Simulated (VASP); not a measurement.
A run of VASP 6.6.1:

File INCAR:

```
  PREC = Accurate
  ENCUT = 520
  EDIFF = 1E-6
  ISMEAR = 0
  SIGMA = 0.02
  LREAL = False
  LASPH = True
  NELM = 100
  ALGO = Normal
  ISIF = 2
  LWAVE = False
  LCHARG = True
  GGA = PE
  LELF = True
```

KPOINTS

```
regular mesh
0
Gamma
  7 7 1
```

File POSCAR:

```
WS2
1.0
    3.1829541699      0.0000000000      0.0000000000
   -1.5914770850      2.7565191702      0.0000000000
    0.0000000000      0.0000000000     28.5322178600
W S
3 6
Direct
    0.6666666667      0.3333333333      0.4343616800
    0.6666666667      0.3333333333      0.8855337800
    0.0000000000      0.0000000000      0.6592864300
    0.6666666667      0.3333333333      0.6046252100
    0.0000000000      0.0000000000      0.3797102500
    0.0000000000      0.0000000000      0.8308482800
    0.6666666667      0.3333333333      0.7139522100
    0.0000000000      0.0000000000      0.4890304200
    0.0000000000      0.0000000000      0.9401857300
```

Potentials or basis: VASP PAW PBE potentials, release 64 (W_sv, S).

Run with:

```sh
$ cat potpaw_PBE.64/W_sv/POTCAR potpaw_PBE.64/S/POTCAR > POTCAR
$ mpirun -np 1 vasp_std > vasp.out
```

Hardware: 1 thread of Intel(R) Xeon(R) Platinum 8259CL CPU @ 2.50GHz (Skylake/Cascade Lake), with other jobs on the host.

Q: Estimate the wall time of this run.

A: Wall time 3 min on 1 thread of Intel(R) Xeon(R) Platinum 8259CL CPU @ 2.50GHz (Skylake/Cascade Lake), on a shared host, peak memory 0.37 GiB. Counts: scf iterations 24, k points 8.
